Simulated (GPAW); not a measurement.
# CdTe (F-43m) in GPAW: notebook, part 3 of 3

GPAW 26.7.0. The steps go on from the part before.

### Step 5. G0W0 quasiparticle levels, PBE

run.py

```python
import json
import numpy as np
from ase import Atoms
from ase.dft.bandgap import bandgap
from ase.io import write
from gpaw import GPAW, PW
from gpaw.response.g0w0 import G0W0

atoms = Atoms(['Te', 'Cd'],
              cell=[[0.0, 3.205, 3.205],
                    [3.205, 0.0, 3.205],
                    [3.205, 3.205, 0.0]],
              scaled_positions=[[0.75, 0.75, 0.75],
                                [0.0, 0.0, 0.0]],
              pbc=True)

calc = GPAW(mode=PW(450),
            xc='PBE',
            kpts={'size': (4, 4, 4), 'gamma': True},
            occupations={'name': 'fermi-dirac', 'width': 0.001},
            nbands=18,
            convergence={'density': 1e-06},
            maxiter=150,
            txt='gpaw.txt')
atoms.calc = calc
energy = atoms.get_potential_energy()
calc.write('gs.gpw')
write('result.traj', atoms)
print(f'Energy: {energy:.6f} eV')
print('Fermi level:', round(calc.get_fermi_level(), 4), 'eV')
print(f'Gap: {bandgap(calc)[0]:.4f} eV, direct: {bandgap(calc, direct=True)[0]:.4f} eV')

calc.diagonalize_full_hamiltonian(nbands=153)
calc.write('full.gpw', mode='all')

ibz = calc.get_ibz_k_points()
gap, vbm, cbm = bandgap(calc, output=None)
gap, direct, _ = bandgap(calc, direct=True, output=None)
gamma = int(np.abs(ibz).sum(1).argmin())
kpts = sorted({gamma, vbm[1], cbm[1], direct[1]})
gw = G0W0(calc='full.gpw',
          filename='gw',
          ecut=100,
          ecut_extrapolation=True,
          relbands=(-2, 2),
          kpts=kpts,
          integrate_gamma='WS',
          ppa=True)
gw.calculate()
results = {mode: {key: np.asarray(r[key]).tolist() for key in ['f', 'eps', 'vxc', 'exx', 'sigma', 'Z', 'qp', 'sigma_eskn']}
           for mode, r in gw.all_results.items()}
json.dump({'kpts': ibz[kpts].tolist(), 'results': results}, open('gw.json', 'w'))
for mode, r in results.items():
    f, qp = np.array(r['f']), np.array(r['qp'])
    print(mode, 'quasiparticle energies (eV):')
    print(qp.round(3))
    print(mode, 'gap:', round(qp[f < 0.5].min() - qp[f > 0.5].max(), 4), 'eV')
```

Potentials or basis: GPAW PAW data sets (gpaw-data 1.2.1), pw.

Launch:

```console
> OMP_NUM_THREADS=1 python run.py
```

gpaw.txt:

```text
__  _  _
 | _ |_)|_||  |
 |__||  | ||/\| - 26.7.0

Input parameters:
  mode=PW(ecut=450.00000000000006),
  convergence={'density': 1e-06},
  kpts=MonkhorstPack(size=(4, 4, 4), gamma=True),
  maxiter=150,
  nbands=18,
  occupations=Occupations(name='fermi-dirac', width=0.001),
  xc=XC(name='PBE')

Diagonalizing LCAO Hamiltonian
Converting LCAO to pw mode

                      Te

       Cd

Atoms  # Å, Bohr magnetons
|   | symbol |        x |        y |        z |    initial magnetic moments |
|---|--------|----------|----------|----------|-----------------------------|
| 0 |     Te | 4.807500 | 4.807500 | 4.807500 | ( 0.0000,  0.0000,  0.0000) |
| 1 |     Cd | 0.000000 | 0.000000 | 0.000000 | ( 0.0000,  0.0000,  0.0000) |

Unit cell  # Å
| periodic |        x |        y |        z |  lengths |    angles |
|----------|----------|----------|----------|----------|-----------|
|      yes | 0.000000 | 3.205000 | 3.205000 | 4.532554 | 60.000000 |
|      yes | 3.205000 | 0.000000 | 3.205000 | 4.532554 | 60.000000 |
|      yes | 3.205000 | 3.205000 | 0.000000 | 4.532554 | 60.000000 |

Number of symmetries: 24
Symmetry operations  # r_c * U_cc + t_c -> r_c
|    | kind |            matrix            |
|----|------|------------------------------|
|  0 |  E   |  1, 0, 0,  0, 1, 0,  0, 0, 1 |
|  1 |  σ   |  1, 0, 0,  0, 0, 1,  0, 1, 0 |
|  2 |  σ   |  1, 0,-1,  0, 1,-1,  0, 0,-1 |
|  3 |  C3  |  1, 0,-1,  0, 0,-1,  0, 1,-1 |
|  4 |  C3  |  1,-1, 0,  0,-1, 1,  0,-1, 0 |
|  5 |  σ   |  1,-1, 0,  0,-1, 0,  0,-1, 1 |
|  6 |  σ   |  0, 1, 0,  1, 0, 0,  0, 0, 1 |
|  7 |  C3  |  0, 1, 0,  0, 0, 1,  1, 0, 0 |
|  8 |  C2  |  0, 1,-1,  1, 0,-1,  0, 0,-1 |
|  9 |  S4  |  0, 1,-1,  0, 0,-1,  1, 0,-1 |
| 10 |  C3  |  0, 0, 1,  1, 0, 0,  0, 1, 0 |
| 11 |  σ   |  0, 0, 1,  0, 1, 0,  1, 0, 0 |
| 12 |  S4  |  0, 0,-1,  1, 0,-1,  0, 1,-1 |
| 13 |  C3  |  0, 0,-1,  0, 1,-1,  1, 0,-1 |
| 14 |  S4  |  0,-1, 1,  1,-1, 0,  0,-1, 0 |
| 15 |  C2  |  0,-1, 1,  0,-1, 0,  1,-1, 0 |
| 16 |  C3  |  0,-1, 0,  1,-1, 0,  0,-1, 1 |
| 17 |  S4  |  0,-1, 0,  0,-1, 1,  1,-1, 0 |
| 18 |  S4  | -1, 1, 0, -1, 0, 1, -1, 0, 0 |
| 19 |  C3  | -1, 1, 0, -1, 0, 0, -1, 0, 1 |
| 20 |  C3  | -1, 0, 1, -1, 1, 0, -1, 0, 0 |
| 21 |  S4  | -1, 0, 1, -1, 0, 0, -1, 1, 0 |
| 22 |  σ   | -1, 0, 0, -1, 1, 0, -1, 0, 1 |
| 23 |  C2  | -1, 0, 0, -1, 0, 1, -1, 1, 0 |

BZ-sampling:
  Number of BZ points: 64
  Number of IBZ points: 8

  Monkhorst-Pack size: [4, 4, 4]
  Monkhorst-Pack shift: [0.125, 0.125, 0.125]

K-points  # in reciprocal-cell coordinates
|   |                                coordinates |     weight |
|---|--------------------------------------------|------------|
| 0 | (  0.00000000,   0.00000000,   0.00000000) | 0.01562500 |
| 1 | (  0.25000000,   0.25000000,   0.00000000) | 0.09375000 |
| 2 | (  0.25000000,   0.25000000,   0.25000000) | 0.12500000 |
| 3 | (  0.50000000,   0.25000000,  -0.25000000) | 0.09375000 |
| 4 | (  0.50000000,   0.25000000,   0.25000000) | 0.18750000 |
| 5 | (  0.50000000,   0.50000000,   0.00000000) | 0.04687500 |
| 6 | (  0.50000000,   0.50000000,   0.25000000) | 0.37500000 |
| 7 | (  0.50000000,   0.50000000,   0.50000000) | 0.06250000 |

Plane wave coefficients: 1458
Cutoff: 450.00000000000006 eV

Spin-components: 1 (collinear spins)
Bands:           18
Projectors:      11
Spin-degeneracy: 2
Datatype:        complex128

Parallelization:
  kpt:    1
  domain: 1
  band:   1

Density:
  Valence electrons: 18.0
  Components: 1
  Grid points: [24 24 24]
  Charge: 0.0  # |e|

Potential:
  Grid points: [24 24 24]

species:
  Te:
    name:    Tellurium
    Z:       52.0
    valence: 6
    core:    46
    charge:  0.0  # [|e|]
    compensation charges:
      type: gauss
      rc: 0.36  # [Å]
      lmax: 2
    cutoffs:
      filter: 2.09  # [Å]
      core: 3.17  # [Å]
    projectors
    | kind |    occ | energy [eV] | rcut [Å] |
    |------|--------|-------------|----------|
    |   5s |  2.000 |     -15.089 |    1.180 |
    |   5p |  4.000 |      -5.955 |    1.196 |
    |    s |        |      12.123 |    1.180 |
    |    p |        |      21.256 |    1.196 |
    |    d |        |       0.000 |    1.238 |

    Using partial waves for Te as LCAO basis

  Cd:
    name:    Cadmium
    Z:       48.0
    valence: 12
    core:    36
    charge:  0.0  # [|e|]
    compensation charges:
      type: gauss
      rc: 0.38  # [Å]
      lmax: 2
    cutoffs:
      filter: 2.12  # [Å]
      core: 2.62  # [Å]
    projectors
    | kind |    occ | energy [eV] | rcut [Å] |
    |------|--------|-------------|----------|
    |   5s |  2.000 |      -5.655 |    1.191 |
    |   5p |  0.000 |      -1.186 |    1.228 |
    |   4d | 10.000 |     -11.739 |    1.164 |
    |    s |        |      21.556 |    1.191 |
    |    p |        |      26.026 |    1.228 |
    |    d |        |      15.473 |    1.164 |

    Using partial waves for Cd as LCAO basis

Reference energy: -336963.801770  # eV

eigensolver:
  PPCG
  Converge bands: occupied
  niter=2

density mixing:
  MSR1-Mixer
  Pratt-step length: 0.05
  Maximum mixing coefficient: 0.75
  Old densities: 10
  SVD Regularization: 0.005
  Good broyden scale: 1.0
  Trust region scale: 1.0
  Backstep threshold: 4.0
  History deletion threshold: 6.0
  Fourier metric: weight=20.0, sigma=0.015

occupation numbers:
  Fermi-Dirac:
    width: 0.0010  # eV

poisson solver:
  ecut: 3600.0000000000005  # eV

xc functional:
  name: PBE with 2 nearest neighbor stencil

convergence criteria:
- Maximum integral of absolute [dens]ity change: 1e-06 electrons / valence electron
- Maximum [total energy] change in last 3 cyles: 0.0005 eV / valence electron
- Maximum integral of absolute [eigenst]ate change: 4e-08 eV^2 / valence electron
maximum number of iterations: 150

SCF iterations
|iter     | |      energy | eigst |  dens |
|---------|-|-------------|-------|-------|
|iter:   1| |   -5.138751 | -0.44 |       |
|iter:   2| |   -5.092065 | -2.39 | -1.24 |
|iter:   3| |   -4.911512 | -1.75 | -1.28 |
|iter:   4| |   -4.910393 | -3.34 | -1.78 |
|iter:   5| |   -4.910011c| -3.84 | -2.23 |
|iter:   6| |   -4.910051c| -5.47 | -2.92 |
|iter:   7| |   -4.910054c| -6.70 | -3.56 |
|iter:   8| |   -4.910054c| -7.98c| -4.40 |
|iter:   9| |   -4.910054c| -8.44c| -5.35 |
|iter:  10| |   -4.910054c| -8.96c| -5.91 |
|iter:  11| |   -4.910054c| -9.40c| -6.51c|

Converged in 11 steps
Energy contributions relative to reference atoms: (reference = -336963.801770)

Energy contributions:
  Kinetic:          22.999422
  Coulomb:         -20.684466
  Zero:              0.296154
  External:          0.000000
  Xc:               -7.521164
  Entropy:          -0.000000
  Spinorbit:         0.000000
  ----------------------------
  Free energy:      -4.910054
  Extrapolated:     -4.910054

dipole moment: (-16.515377, -16.515377, -16.515377)  # |e|*Ang

Fermi level: 4.434
Eigenvalues  # (at kpt = [0.000, 0.000, 0.000])
| band index |      eig [eV] | occ [0-2] |
|------------|---------------|-----------|
|          0 |        -7.238 |     2.000 |
|          1 |        -4.273 |     2.000 |
|          2 |        -4.273 |     2.000 |
|          3 |        -4.273 |     2.000 |
|          4 |        -3.987 |     2.000 |
|          5 |        -3.987 |     2.000 |
|          6 |         4.115 |     2.000 |
|          7 |         4.115 |     2.000 |
|          8 |         4.115 |     2.000 |
|          9 |         4.973 |     0.000 |
|         10 |         8.668 |     0.000 |
|         11 |         8.668 |     0.000 |
|         12 |         8.668 |     0.000 |
|         13 |        11.619 |     0.000 |
|         14 |        13.634 |     0.000 |
|         15 |        13.634 |     0.000 |
|         16 |        14.199 |     0.000 |
|         17 |        14.199 |     0.000 |

Gap: 0.858 eV
Transition (v -> c):
  (s=0, k=0, n=8, [0.00, 0.00, 0.00]) -> (s=0, k=0, n=9, [0.00, 0.00, 0.00])
No difference between direct/indirect transitions
# Writing to gs.gpw (mode='')

Matrix size: 1458x1458
# Writing to full.gpw (mode='all')
```

Run time: 2.6 min. Hardware: 1 thread of Arm Neoverse V2, shared host; peak memory 0.45 GiB.

What came out:

| Property | Result |
| --- | --- |
| Free energy | -4.9101 eV |
| Band gap on the k mesh, mean-field level | 0.86 eV, direct |
| Quasiparticle gap | 1.69 eV |
| Least direct quasiparticle gap | 1.69 eV |

Levels at points of the mesh, in eV from the valence-band top:
| k point | band 7 | band 8 | band 9 | band 10 | band 11 | band 12 |
| --- | --- | --- | --- | --- | --- | --- |
| (0.00, 0.00, 0.00) | 0.00 | 0.00 | 0.00 | 0.86 | 4.55 | 4.55 |
| (0.50, 0.50, 0.00) | -4.49 | -2.00 | -2.00 | 2.52 | 2.66 | 9.01 |
| (0.50, 0.50, 0.50) | -4.63 | -0.84 | -0.84 | 1.84 | 5.17 | 5.17 |

Caveat: the k mesh is coarse (spacing up to 0.42 Å⁻¹), so the values aren't converged; the quasiparticle gap is taken among the few k points that were corrected; the long-wavelength limit can be off by several per cent where d states take part; spin-orbit coupling is left out, which moves the levels of the heavy elements.

### Step 6. G0W0 quasiparticle levels, LDA

run.py, as its differences from that of step 5:

```diff
@@ -17,3 +17,3 @@
 calc = GPAW(mode=PW(450),
-            xc='PBE',
+            xc='LDA',
             kpts={'size': (4, 4, 4), 'gamma': True},
```

Potentials or basis: the program's PAW data sets (release 1.2.1) made for this functional, pw.

Launch:

```console
> OMP_NUM_THREADS=1 python run.py
```

gpaw.txt:

```text
__  _  _
 | _ |_)|_||  |
 |__||  | ||/\| - 26.7.0

Input parameters:
  mode=PW(ecut=450.00000000000006),
  convergence={'density': 1e-06},
  kpts=MonkhorstPack(size=(4, 4, 4), gamma=True),
  maxiter=150,
  nbands=18,
  occupations=Occupations(name='fermi-dirac', width=0.001),
  xc=XC(name='LDA')

Diagonalizing LCAO Hamiltonian
Converting LCAO to pw mode

                      Te

       Cd

Atoms  # Å, Bohr magnetons
|   | symbol |        x |        y |        z |    initial magnetic moments |
|---|--------|----------|----------|----------|-----------------------------|
| 0 |     Te | 4.807500 | 4.807500 | 4.807500 | ( 0.0000,  0.0000,  0.0000) |
| 1 |     Cd | 0.000000 | 0.000000 | 0.000000 | ( 0.0000,  0.0000,  0.0000) |

Unit cell  # Å
| periodic |        x |        y |        z |  lengths |    angles |
|----------|----------|----------|----------|----------|-----------|
|      yes | 0.000000 | 3.205000 | 3.205000 | 4.532554 | 60.000000 |
|      yes | 3.205000 | 0.000000 | 3.205000 | 4.532554 | 60.000000 |
|      yes | 3.205000 | 3.205000 | 0.000000 | 4.532554 | 60.000000 |
[... 163 lines left out ...]
|iter:   4| |   -6.231049 | -3.47 | -1.79 |
|iter:   5| |   -6.229921c| -3.85 | -2.26 |
|iter:   6| |   -6.229913c| -5.60 | -2.99 |
|iter:   7| |   -6.229914c| -7.08 | -3.62 |
|iter:   8| |   -6.229914c| -7.74c| -4.35 |
|iter:   9| |   -6.229914c| -8.48c| -5.52 |
|iter:  10| |   -6.229914c| -8.98c| -6.05c|

Converged in 10 steps
Energy contributions relative to reference atoms: (reference = -336673.462795)

Energy contributions:
  Kinetic:          18.165089
  Coulomb:         -16.394574
  Zero:              0.245985
  External:          0.000000
  Xc:               -8.246413
  Entropy:          -0.000000
  Spinorbit:         0.000000
  ----------------------------
  Free energy:      -6.229914
  Extrapolated:     -6.229914

dipole moment: (-16.666500, -16.666500, -16.666500)  # |e|*Ang

Fermi level: 4.046
Eigenvalues  # (at kpt = [0.000, 0.000, 0.000])
| band index |      eig [eV] | occ [0-2] |
|------------|---------------|-----------|
|          0 |        -7.651 |     2.000 |
|          1 |        -4.576 |     2.000 |
|          2 |        -4.576 |     2.000 |
|          3 |        -4.576 |     2.000 |
|          4 |        -4.286 |     2.000 |
|          5 |        -4.286 |     2.000 |
[... 10 lines left out ...]
|         16 |        13.733 |     0.000 |
|         17 |        13.733 |     0.000 |

Gap: 0.592 eV
Transition (v -> c):
  (s=0, k=0, n=8, [0.00, 0.00, 0.00]) -> (s=0, k=0, n=9, [0.00, 0.00, 0.00])
No difference between direct/indirect transitions
# Writing to gs.gpw (mode='')

Matrix size: 1458x1458
# Writing to full.gpw (mode='all')
```

gw.w.txt:

```text
FrequencyGridDescriptor(from 0.000+0.000j to 0.000+27.211j eV, 2 points)
FrequencyGridDescriptor(from 0.000+0.000j to 0.000+27.211j eV, 2 points)

BZ k-points: Symmetries present (total): 24

64 k-points: 4 x 4 x 4 Monkhorst-Pack grid + [1/8,1/8,1/8]
8 k-points in the irreducible part of the Brillouin zone
       k-points in crystal coordinates                weights
[... 133 lines left out ...]
sigma:   Self-energies [eV]
dsigma:  Self-energy derivatives
Z:       Renormalization factors
qp:      QP-energies [eV]

k-point 0 (0): (0.000, 0.000, 0.000)                GW
band       f     eps     vxc     exx   sigma  dsigma       Z      qp
                                                                   GW
   7   1.000   3.804 -16.560 -18.147   1.051  -0.266   0.790   3.380
   8   1.000   3.804 -16.560 -18.147   1.052  -0.266   0.790   3.380
   9   0.000   4.395 -13.976  -9.642  -3.674  -0.246   0.803   4.924
  10   0.000   8.272 -11.400  -6.808  -4.288  -0.256   0.796   8.514
```

Run time: 4.9 min. Hardware: 1 thread of Arm Neoverse N1, shared host; peak memory 0.45 GiB.

Results:

* Free energy: -6.2299 eV
* Band gap on the k mesh, mean-field level: 0.59 eV, direct
* Quasiparticle gap: 1.54 eV
* Least direct quasiparticle gap: 1.54 eV

Caveat: the k mesh is coarse (spacing up to 0.42 Å⁻¹), so the values aren't converged; the quasiparticle gap is taken among the few k points that were corrected; the long-wavelength limit can be off by several per cent where d states take part; spin-orbit coupling is left out, which moves the levels of the heavy elements.

### Step 7. Summary

| task | level | potentials or basis | spin | k mesh | cutoff (eV) | smearing | band path | band points | spin axis theta (degrees) | spin axis phi (degrees) | soc after scf | mesh quality | gap on the mesh (eV) | pressure (GPa) |
| --- | --- | --- | --- | --- | --- | --- | --- | --- | --- | --- | --- | --- | --- | --- |
| band structure | PBEsol | PAW data sets generated in the run's folder for this functional, pw | off | 7 × 7 × 7 | 600 | fermi-dirac 0.05 eV | GXWKGLUWLK,UX | 80 | - | - | - | not flagged | 0.76 | 1.3 |
| band structure | PBEsol | PAW data sets generated in the run's folder for this functional, pw | SOC, no magnetisation | 7 × 7 × 7 | 600 | fermi-dirac 0.05 eV | GXWKGLUWLK,UX | 80 | 0 | 0 | second variation | not flagged | 0.43 | 1.3 |
| dielectric tensor | PBE | GPAW PAW data sets (gpaw-data 1.2.1), pw | off | 6 × 6 × 6 | 450 | fermi-dirac 0.001 eV | - | - | - | - | - | not flagged | 0.87 | - |
| G0W0 quasiparticle levels | PBE | GPAW PAW data sets (gpaw-data 1.2.1), pw | off | 4 × 4 × 4 | 450 | fermi-dirac 0.001 eV | - | - | - | - | - | coarse | - | - |
| G0W0 quasiparticle levels | LDA | the program's PAW data sets (release 1.2.1) made for this functional, pw | off | 4 × 4 × 4 | 450 | fermi-dirac 0.001 eV | - | - | - | - | - | coarse | - | - |

Alike in all rows: cell as given.

Caveats: some runs use coarse meshes; spin-orbit coupling is left out, which moves the levels of the heavy elements (some runs); the long-wavelength limit can be off by several per cent where d states take part (some runs); the quasiparticle gap is taken among the few k points that were corrected (some runs); spin-orbit coupling was added after a scalar SCF, so levels and gaps hold it while energy, forces, pressure and moments don't (some runs); this program's spin-orbit splittings come out too wide for heavy elements (some runs).

Absolute energies hang on the potentials; compare differences alone.

### Step 8. Against experiment

Step 2. Against the measured gap of CdTe, 1.607 eV (0 K; a printed reference work, data compilation), the calculated 0.76 eV is off by -0.85 eV. Spin-orbit coupling on Cd, Te is left out. The value is that of PBEsol, without temperature or zero-point motion. Semilocal functionals fall short of measured gaps as a rule.

Step 3. A measured gap of CdTe is 1.607 eV (0 K; a printed reference work, data compilation); the calculated 0.44 eV misses it by -1.17 eV. So large a miss can be the level of theory's own, or it may mean another phase, state or a wrong row. The value is that of PBEsol, without temperature or zero-point motion. Semilocal functionals fall short of measured gaps as a rule.

Step 4. Measured gap of CdTe: 1.607 eV (0 K; a printed reference work, data compilation). This calculation gives 0.87 eV (-0.74 eV). Spin-orbit coupling on Cd, Te is left out. The value is that of PBE on a finite k mesh, which can miss the band edges, without temperature or zero-point motion. Semilocal functionals fall short of measured gaps as a rule.
